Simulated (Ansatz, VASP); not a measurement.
## SiC2: VASP beside Ansatz

File INCAR:

```
SYSTEM = SiC2
PREC     = Accurate       ! precision mode
ENCUT    = 520            ! plane-wave cutoff, eV
EDIFF    = 1E-6           ! SCF threshold, eV
ISMEAR   = 0              ! smearing method
SIGMA    = 0.1            ! smearing width, eV
LREAL    = .FALSE.        ! projectors in reciprocal space
LASPH    = .TRUE.         ! aspherical terms in the spheres
NELM     = 150            ! most SCF steps
ALGO     = Normal         ! electronic algorithm
ISIF     = 2              ! what is computed and relaxed
LWAVE    = .FALSE.        ! write WAVECAR
LCHARG   = .FALSE.        ! write CHGCAR
ISPIN    = 2              ! spin polarisation
MAGMOM   = 0 1 1          ! initial moments
LORBIT   = 11             ! projections on sites
GGA      = PE             ! functional
NBANDS   = 17             ! bands
```

File KPOINTS:

```
Automatic mesh
0
G
  6 6 2
  0 0 0
```

POSCAR

```
SiC2
1.0
    2.4736544289      0.0000000000      0.0000000000
   -1.2368272145      2.1422475757      0.0000000000
    0.0000000000      0.0000000000      8.4536944631
Si C
1 2
Direct
    0.0000000000      0.0000000000      0.0000000000
    0.3333333333      0.6666666667      0.5000000000
    0.6666666667      0.3333333333      0.5000000000
```

Input for Ansatz:

```yaml
crystal:
  lattice:
    - [2.4736544289, 0.0, 0.0]
    - [-1.2368272145, 2.1422475757, 0.0]
    - [0.0, 0.0, 8.4536944631]
  atoms:
    - { symbol: Si, position: [0.0, 0.0, 0.0] }
    - { symbol: C, position: [0.3333333333, 0.6666666667, 0.5], spin: 1.0 }
    - { symbol: C, position: [0.6666666667, 0.3333333333, 0.5], spin: 1.0 }
basis:
  ecutwfc: 420
kpoints:
  mp_grid: { grid: [6, 6, 2] }
hamiltonian:
  xc: pbe
scf:
  occupations: { method: gaussian, width: 0.1 }
  lower_state_search: "off"
output:
  forces: true
  stress: true
  eigenvalues: true
  populations: true
magnetization:
  spin_polarized: true
```

Alike in both runs: task single point; functional PBE; k mesh 6 × 6 × 2; occupations gaussian, width 0.1 eV; collinear spin.

```csv
,VASP,Ansatz
version,VASP 6.6.1,Ansatz 0.2.0
potentials or method,"VASP PAW PBE potentials, release 64 (Si, C)","scalar-relativistic, plane waves, PAW"
plane-wave cutoff (eV),520,420
valence electrons in the cell,12,12
```

|  | VASP | Ansatz | Ansatz less VASP |
| --- | --- | --- | --- |
| pressure (GPa) | 0.2 | 0.1 | -0.14 |
| largest component of the traceless stress (GPa) | 0.02 | 0.18 | +0.154 |
| net moment per atom (μB) | 0.00 | 0.03 | +0.028 |

With one functional, cell and mesh, what is left measures potentials, basis and numerics. Ansatz warned: «seeded_moment_not_kept».

Caveats: the k mesh is coarse (spacing up to 0.49 Å⁻¹), so the values aren't converged; this functional lacks dispersion, which binds the layers, so the pressure and a relaxed spacing across them are unreliable.
